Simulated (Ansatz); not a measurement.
Input and command of a plane-wave DFT calculation in Ansatz:

```yaml
crystal:
  lattice:
    - [5.0596778423, 0.0, 0.0]
    - [-2.5298389212, 4.3818095464, 0.0]
    - [0.0, 0.0, 5.4856747715]
  atoms:
    - { symbol: Si, position: [0.0, 0.5, 0.3333333333] }
    - { symbol: Si, position: [0.5, 0.5, 0.6666666667] }
    - { symbol: Si, position: [0.5, 0.0, 0.0] }
    - { symbol: O, position: [0.5834989526, 0.7917494763, 0.8333333333] }
    - { symbol: O, position: [0.7917494763, 0.5834989526, 0.5] }
    - { symbol: O, position: [0.7917494763, 0.2082505237, 0.1666666667] }
    - { symbol: O, position: [0.4165010474, 0.2082505237, 0.8333333333] }
    - { symbol: O, position: [0.2082505237, 0.4165010474, 0.5] }
    - { symbol: O, position: [0.2082505237, 0.7917494763, 0.1666666667] }
basis:
  ecutwfc: 500
kpoints:
  mp_grid: { grid: [6, 6, 4] }
hamiltonian:
  xc: r2scan
scf:
  occupations: { method: gaussian, width: 0.02 }
output:
  forces: true
  stress: true
  eigenvalues: true
relax:
  adjacent_minimum: "off"
  f_tol: 0.008
  max_steps: 40
```

```bash
ansatz run input.yaml --threads 2 --pin off --max-ram 5120MiB --backend cpu --events-out ev --progress --plain --runs-dir out
```

Processor: Arm Neoverse V1, 2 threads, on a host shared with other jobs.

Q: Estimate time, memory and problem size.

A: About 36 s on 2 threads of Arm Neoverse V1, on a shared host, peak memory 0.65 GiB. It solves 33 bands at 21 k points (the mesh reduced by symmetry) with about 3099 plane waves, in 21 SCF iterations over 4 ionic steps.
